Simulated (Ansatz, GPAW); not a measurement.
Given: the input of a run of Ansatz 0.2.0 on CoO. Measurements of this composition are mostly on another form, of space group No. 225.

File input.yaml:

```yaml
crystal:
  lattice:
    - [3.1976457435, 0.0, 0.0]
    - [-1.5988228718, 2.7692424462, 0.0]
    - [0.0, 0.0, 5.22870971]
  atoms:
    - { symbol: Co, position: [0.3333333333, 0.6666666667, 0.50336241], spin: 2.0 }
    - { symbol: Co, position: [0.0, 0.0, 0.00347414], spin: 2.0 }
    - { symbol: O, position: [0.3333333333, 0.6666666667, 0.8715556] }
    - { symbol: O, position: [0.0, 0.0, 0.37160885] }
hamiltonian:
  xc: pbesol
  pseudopotentials: { kind: paw }
magnetization:
  spin_polarized: true
kpoints:
  mp_grid: { grid: [10, 10, 5] }
scf:
  occupations: { method: fermi_dirac, width: 0.05 }
output:
  forces: true
  stress: true
  eigenvalues: true
```

Potentials or basis: Ansatz PAW.

Run with:

```bash
$ ansatz run input.yaml --threads 1 --pin off --max-ram 3584MiB --backend cpu --events-out ev --progress --plain --runs-dir out
```

Q: Translate it to GPAW 26.7.0 (ASE script). Potentials or basis there: PAW data sets generated for this functional, cutoff 800 eV.

A: As run (cutoffs and basis follow the program's own potentials, and thresholds, step limits or extra output files can differ):

run.py

```python
from ase import Atoms
from ase.dft.bandgap import bandgap
from ase.io import write
from ase.units import GPa
from gpaw import GPAW, PW, setup_paths

setup_paths.insert(0, '.')

atoms = Atoms(['Co', 'Co', 'O', 'O'],
              cell=[[3.1976457435, 0.0, 0.0],
                    [-1.5988228718, 2.7692424462, 0.0],
                    [0.0, 0.0, 5.22870971]],
              scaled_positions=[[0.3333333333, 0.6666666667, 0.50336241],
                                [0.0, 0.0, 0.00347414],
                                [0.3333333333, 0.6666666667, 0.8715556],
                                [0.0, 0.0, 0.37160885]],
              pbc=True)
atoms.set_initial_magnetic_moments([2.0, 2.0, 0.0, 0.0])

calc = GPAW(mode=PW(800),
            xc='PBEsol',
            kpts={'size': (10, 10, 5), 'gamma': True},
            occupations={'name': 'fermi-dirac', 'width': 0.05},
            nbands=30,
            convergence={'density': 1e-05, 'energy': 1e-05},
            maxiter=150,
            txt='gpaw.txt')
atoms.calc = calc
energy = atoms.get_potential_energy()
forces = atoms.get_forces()
stress = atoms.get_stress()
calc.write('gs.gpw')
write('result.traj', atoms)
print(f'Energy: {energy:.6f} eV')
print('Forces (eV/A):')
print(forces.round(4))
print('Stress (GPa):', (stress / GPa).round(3))
print('Moments:', calc.get_magnetic_moments().round(3))
print('Fermi level:', round(calc.get_fermi_level(), 4), 'eV')
print(f'Gap: {bandgap(calc)[0]:.4f} eV, direct: {bandgap(calc, direct=True)[0]:.4f} eV')
```

Potentials or basis: PAW data sets generated in the run's folder for this functional, pw.

Run with:

```sh
$ gpaw-setup -f PBEsol Co O
$ OMP_NUM_THREADS=1 python run.py
```

Both were run:

|  | Ansatz | GPAW |
| --- | --- | --- |
| Pressure | -9.9 GPa | -6.2 GPa |
| Net moment | 0.00 μB per cell | 5.80 μB per cell |

Ansatz's pressure holds a Pulay term of +0.68 GPa for its cutoff of 420 eV, which the other run lacks.

The potentials hold 46 and 30 valence electrons a cell.

Ansatz's potentials were made for PBE.

Where Ansatz's input types no cutoff or centring, it takes its own default and a Γ-centred mesh.

The magnetic state is the one that the start led to; the real crystal's order can differ.

The two runs disagree by more than potentials and bases usually give (in gap, levels, pressure or energy); the cause wasn't traced.

Pressure is positive in compression.
